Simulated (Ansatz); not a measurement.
The system is HfN.

```
Hf N
1.0
     2.82503    0.00000    0.00000
     0.00000    2.82503    0.00000
     0.00000    0.00000    2.82503
Hf N
1 1
Direct
  0.50000 0.50000 0.50000
  0.00000 0.00000 0.00000
```

The cell was built by a generator and needn't be a form met in nature.

* Program: Ansatz 0.2.0
* Task: relaxation of cell and atoms
* Functional: HSE06
* Potentials or basis: Ansatz PAW
* Cutoff: 420 eV (not typed: the program's choice for these potentials)
* k mesh: 5 × 5 × 5
* Occupations: fermi-dirac, width 0.05 eV
* Spin: no spin polarisation

At the start: volume 11.27 Å³/atom.

Problem. Where does the relaxation end?

Solution. It ends after 7 steps and the volume is 10.97 Å³/atom (-2.7 %); space group Pm-3m (No. 221, to 0.05 Å).

The path:
```
step  energy change (eV)  largest force (eV/Å)  volume (Å³)
   1              0.0000                0.0000        22.55
   2             -0.0086                0.0000        21.53
   3             -0.0144                0.0000        21.96
   4             -0.0144                0.0000        21.94
   5             -0.0132                0.0000        21.94
   6             -0.0132                0.0000        21.93
   7             -0.0132                0.0000        21.93
```

Final structure:
```
CELL_PARAMETERS angstrom
2.79927 0.00000 0.00000
0.00000 2.79927 0.00000
0.00000 0.00000 2.79927
ATOMIC_POSITIONS crystal
Hf 0.50000 0.50000 0.50000
N 0.00000 0.00000 0.00000
```

Caveat: the k mesh is coarse (spacing up to 0.44 Å⁻¹), so the values aren't converged, least of all with exact exchange; the plane-wave basis is chosen anew once the cell has moved, so the energies of steps on either side of that aren't comparable; the pressure holds a Pulay correction of +0.4 GPa for the finite cutoff; the PAW data sets come from PBE, with cores solved anew for the run's functional, which leaves a small shift of forces and pressure.
